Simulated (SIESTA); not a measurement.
**KTaO3 in SIESTA: the effect of functional**

The system is KTaO3.

```
Ta K O
1.0
     3.98830    0.00000    0.00000
     0.00000    3.98830    0.00000
     0.00000    0.00000    3.98830
Ta K O
1 1 3
Direct
  0.00000 0.00000 0.00000
  0.50000 0.50000 0.50000
  0.00000 0.00000 0.50000
  0.00000 0.50000 0.00000
  0.50000 0.00000 0.00000
```

Alike in all runs:

```yaml
Program: SIESTA 5.4.2
Task: band structure
Basis: DZP (energy shift 0.003 Ry; two zetas on semicore shells; d shell added on K)
Grid_cutoff: 800 Ry
Energy_shift: 0.003 Ry
k_mesh: 7 × 7 × 7
Occupations: fermi-dirac, width 0.05 eV
Spin: no spin polarisation
```

Question: One run gave: gap on the mesh 2.02 eV; pressure 8.0 GPa. Which functional did it use?
A. PBE
B. LDA
C. PBEsol

Answer: A.

| functional | potentials or basis | gap on the mesh (eV) | pressure (GPa) |
| --- | --- | --- | --- |
| PBE | PseudoDojo 0.4 standard (PBE files) | 2.02 | 8.0 |
| LDA | PseudoDojo 0.4 standard (LDA files) | 1.89 | -3.8 |
| PBEsol | PseudoDojo 0.4 standard (PBEsol files) | 1.94 | 1.9 |

Caveats: short orbitals over semicore shells can move pressures by several GPa; spin-orbit coupling is left out, which moves the levels of the heavy elements; the basis of atomic orbitals isn't converged, which shifts pressures, moduli and gaps.

A k mesh can miss the band edges.
